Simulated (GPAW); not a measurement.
The system is Al.

```
CELL_PARAMETERS angstrom
2.82449 0.00000 0.00000
-0.88084 2.49445 0.00000
-0.87938 -1.36374 2.28174
ATOMIC_POSITIONS crystal
Al 0.00000 0.00000 0.00000
```

This isn't the form of Al at room conditions, which is fcc.

The cell isn't the ideal one: cell sheared at random, sigma 0.03, atoms nudged by 0.01 Å.

```yaml
Program: GPAW 26.7.0
Task: relaxation of cell and atoms
Functional: revPBE
Dispersion: D3
Potentials_or_basis: the program's PAW data sets (release 1.2.1) made for this functional
Cutoff: 600 eV
Basis: pw
k_mesh: 8 × 9 × 8
Occupations: fermi-dirac, width 0.05 eV
Spin: no spin polarisation
```

At the start: pressure 1.4 GPa; volume 16.08 Å³/atom.

Task: Where does the relaxation end?

Result: Over 28 steps the energy falls by 137.7 meV/atom and the volume is 16.02 Å³/atom (-0.3 %); space group Fmmm (No. 69, to 0.05 Å).

The path:
```
step  energy change (eV)  largest force (eV/Å)  pressure (GPa)  volume (Å³)
   1              0.0000                0.0000            1.43        16.08
   2             -0.0078                0.0000            0.74        16.18
   3             -0.0207                0.0000           -0.68        16.39
   4             -0.0346                0.0000           -1.66        16.64
   5             -0.0409                0.0000           -1.43        16.61
   6             -0.0700                0.0000            0.67        16.23
   7             -0.0747                0.0000            0.44        16.25
   8              0.2611                0.0000            8.71        16.94
   9             -0.0901                0.0000           -0.63        16.46
  10             -0.0911                0.0000           -0.59        16.44
  11             -0.0945                0.0000           -0.21        16.31
  12              0.1807                0.0000           20.97        14.39
  13             -0.0975                0.0000            0.08        16.20
  14             -0.0998                0.0000            0.39        16.12
  15             -0.1246                0.0000            0.98        15.88
  16             -0.1231                0.0000            2.11        15.69
  17             -0.1295                0.0000            1.95        15.70
  18             -0.1327                0.0000            1.45        15.82
  19             -0.1353                0.0000           -0.89        16.23
  20             -0.1361                0.0000           -0.12        16.07
  21             -0.1364                0.0000            0.18        16.01
  22             -0.1365                0.0000            0.24        15.99
  23             -0.1369                0.0000            0.13        16.00
  24              0.2536                0.0000           11.60        16.36
  25             -0.1374                0.0000           -0.27        16.07
  26             -0.1375                0.0000           -0.20        16.06
  27             -0.1376                0.0000           -0.12        16.05
  28             -0.1377                0.0000            0.00        16.02
```

Final structure:
```
Al
1.0
     2.81189   -0.30586    0.38251
    -1.13973    2.54776   -0.35800
    -0.42590   -1.47845    2.42069
Al
1
Cartesian
  0.0000 0.0000 0.0000
```

Caveat: later steps reuse the first step's grids; pairwise dispersion overbinds metals, which lowers pressure and volume.
